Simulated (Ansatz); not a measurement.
# CaO (Fm-3m): how far a G0W0 gap depends on its settings

Aim: test how the G0W0 gap of the published phase of CaO (Fm-3m) moves with the number of bands, the screening cutoff and the other choices.

Program: Ansatz 0.2.0. G0W0, plane waves. The values are computed, spin-unpolarised, and not measurements.

2 further runs of the same task are left out: 2 that didn't finish.

### Step 1. The cell

The cell was relaxed beforehand with r2SCAN.

The symmetry is Fm-3m (No. 225, cubic); conventional cell a = 4.795 Å, 13.78 Å³ an atom. Near Ca stand 6 O at 2.40 Å; near O stand 6 Ca at 2.40 Å.

As a file:

Space group Fm-3m (No. 225). a = 4.795 Å, b = 4.795 Å, c = 4.795 Å, α = 90.00°, β = 90.00°, γ = 90.00°
| atom | site | symmetry | x | y | z |
| --- | --- | --- | --- | --- | --- |
| Ca | 4a | m-3m | 0.0000 | 0.0000 | 0.0000 |
| O | 4b | m-3m | 0.5000 | 0.0000 | 0.0000 |

### Step 2. From LDA, 60 empty bands, 80 eV, q_mesh [1, 1, 1]

The input, input.yaml:

```yaml
crystal:
  lattice:
    - [0.0, 2.3975473901, 2.3975473901]
    - [2.3975473901, 0.0, 2.3975473901]
    - [2.3975473901, 2.3975473901, 0.0]
  atoms:
    - { symbol: Ca, position: [0.0, 0.0, 0.0] }
    - { symbol: O, position: [0.5, 0.5, 0.5] }
kpoints:
  mp_grid: { grid: [4, 4, 4] }
hamiltonian:
  xc: lda
scf:
  occupations: { method: fixed }
gw:
  n_empty_bands: 60
  ecut_chi: 80
  qp_bands: [v1, c1]
  qp_kpoints: band_edges
  screening: { model: contour_deformation }
  q_mesh: [1, 1, 1]
```

On the command line:

```
$ ansatz run input.yaml --threads 4 --pin off --max-ram 3686MiB --backend cpu --events-out ev --progress --plain --runs-dir out
```

### Step 3. From HSE06, 2 empty bands, 80 eV

Changes to input.yaml since step 2:

```diff
@@ -11,3 +11,3 @@
 hamiltonian:
-  xc: lda
+  xc: hse06
 scf:
@@ -15,3 +15,3 @@
 gw:
-  n_empty_bands: 60
+  n_empty_bands: 2
   ecut_chi: 80
@@ -20,2 +20 @@
   screening: { model: contour_deformation }
-  q_mesh: [1, 1, 1]
```

### Step 4. From HSE06, 40 empty bands, 60 eV, q_mesh [2, 2, 2]

Changes to input.yaml since step 3:

```diff
@@ -15,4 +15,4 @@
 gw:
-  n_empty_bands: 2
-  ecut_chi: 80
+  n_empty_bands: 40
+  ecut_chi: 60
   qp_bands: [v1, c1]
@@ -20 +20,2 @@
   screening: { model: contour_deformation }
+  q_mesh: [2, 2, 2]
```

What does the calculation give? Wanted: for each run, start; potentials; frequencies; empty bands; cutoff; Kohn-Sham gap; G0W0 gap.

**Answer**, as computed:

| start | potentials | frequencies | empty bands | cutoff (eV) | mesh | Kohn-Sham gap (eV) | G0W0 gap (eV) |
| --- | --- | --- | --- | --- | --- | --- | --- |
| LDA | PAW | full | 60 | 80 | 4×4×4 | 3.47 | 6.05 |
| HSE06 | PAW | full | 40 | 60 | 4×4×4 | 5.31 | 6.49 |

Gaps are those on each run's own mesh. Runs that failed or were set aside have no row.

**Reading.** Over the runs in the table the G0W0 gap on the mesh spans 6.05 to 6.49 eV, and the shift from the starting levels +1.18 to +2.57 eV; where more than one setting differs between two runs, no single one explains their difference. No extrapolation in bands, cutoff or mesh was made for G0W0.
